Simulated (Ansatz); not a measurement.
**Band structure of La**

```xyz
1
Lattice="-2.1238 2.1238 2.1238 2.1238 -2.1238 2.1238 2.1238 2.1238 -2.1238" Properties=species:S:1:pos:R:3 pbc="T T T"
La    0.0000    0.0000    0.0000
```

Structure from Materials Project entry mp-10023 (possibly hypothetical), not relaxed further.

No spin–orbit coupling, which matters for the heavy atoms here.

The calculation used Ansatz 0.2.0, DFT, LDA, all-electron LAPW, scalar-relativistic.

The runs use a Γ-centred 11×11×11 k mesh, Fermi–Dirac smearing of 0.03 eV, basis error target 0.5 meV/atom, no spin polarisation.

Points in fractions of the reciprocal vectors of this cell: Γ (0, 0, 0), H (0.5, -0.5, 0.5), N (0, 0, 0.5), P (0.25, 0.25, 0.25). The path joins them by straight lines in the order Γ–H–N–Γ–P–H–P–N; legs that retrace an earlier one aren't tabulated. Energies are in eV from the Fermi level.

(1) Metal or insulator at this level of theory?

(2) Tabulate bands 10 to 16, counted from the lowest band of the run, along the path.

Answers

(1) No gap opens: metallic or semimetallic.

(2) 
```tsv
k (1/Å)	point	band 10	band 11	band 12	band 13	band 14	band 15	band 16
0.00	Γ	-15.89	-15.89	-15.89	-3.24	1.32	1.32	1.32
0.37		-16.17	-16.02	-16.02	-2.35	0.93	0.93	0.93
0.74		-16.60	-16.32	-16.32	-0.70	-0.27	1.08	1.08
1.11		-16.76	-16.63	-16.63	-1.36	-1.00	1.42	1.49
1.48	H	-16.76	-16.76	-16.76	-1.77	-1.77	1.44	1.59
1.74		-16.82	-16.69	-16.64	-1.52	-1.38	1.40	1.46
2.00		-16.97	-16.53	-16.35	-1.08	-0.34	0.99	1.02
2.26		-17.11	-16.37	-16.05	-1.42	0.21	0.96	1.10
2.53	N	-17.17	-16.29	-15.91	-1.77	-0.18	1.33	1.42
2.79		-17.00	-16.24	-15.91	-1.67	-0.03	1.17	1.32
3.05		-16.57	-16.10	-15.90	-1.87	0.37	0.56	1.31
3.31		-16.10	-15.96	-15.90	-2.78	0.88	0.90	1.32
3.57	Γ	-15.89	-15.89	-15.89	-3.24	1.32	1.32	1.32
3.89		-16.21	-15.93	-15.93	-2.57	0.72	0.72	1.38
4.21		-16.74	-16.06	-16.06	-1.16	0.09	0.09	1.53
4.53		-16.90	-16.29	-16.29	0.00	0.00	0.21	1.70
4.85	P	-16.56	-16.56	-16.56	0.42	0.42	0.42	1.56
5.17		-16.75	-16.75	-16.12	-0.61	0.61	0.61	1.55
5.49		-16.82	-16.82	-16.14	-0.21	-0.19	-0.19	1.50
5.81		-16.79	-16.79	-16.54	-1.30	-1.30	1.22	1.48
6.13	H	-16.76	-16.76	-16.76	-1.77	-1.77	1.44	1.59
7.41	P	-16.56	-16.56	-16.56	0.42	0.42	0.42	1.56
7.60		-16.80	-16.52	-16.32	-0.02	0.03	0.95	1.60
7.78		-16.99	-16.43	-16.10	-0.85	-0.15	1.35	1.56
7.97		-17.12	-16.33	-15.96	-1.52	-0.19	1.40	1.42
8.15	N	-17.17	-16.29	-15.91	-1.77	-0.18	1.33	1.42
```
